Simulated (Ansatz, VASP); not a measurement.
## One calculation of AlN, two programs

```
Al N
1.0
     0.08145    2.04893    2.04893
     2.04893    0.08145    2.04893
     2.04893    2.04893    0.08145
Al N
1 1
Direct
  0.50000 0.50000 0.50000
  0.00000 0.00000 0.00000
```

Alike in both runs: task single point; functional PBE; k mesh 10 × 10 × 10; occupations gaussian, width 0.05 eV; no spin polarisation.

|  | VASP | Ansatz |
| --- | --- | --- |
| version | VASP 6.6.1 | Ansatz 0.2.0 |
| potentials or method | VASP PAW PBE potentials, release 64 (Al, N) | scalar-relativistic, plane waves, PAW |
| plane-wave cutoff (eV) | 520 | 520 |
| valence electrons in the cell | 8 | 8 |

```csv
,VASP,Ansatz,Ansatz less VASP
gap on the k mesh at the Fermi level (eV),4.02,4.03,+0.008
least direct gap on the mesh (eV),5.43,5.42,-0.013
pressure (GPa),11.3,11.5,+0.13
largest component of the traceless stress (GPa),13.82,13.82,-0.005
```

The functional is the same, so the differences come from potentials, cutoffs and numerics.

A k mesh can miss the band edges.
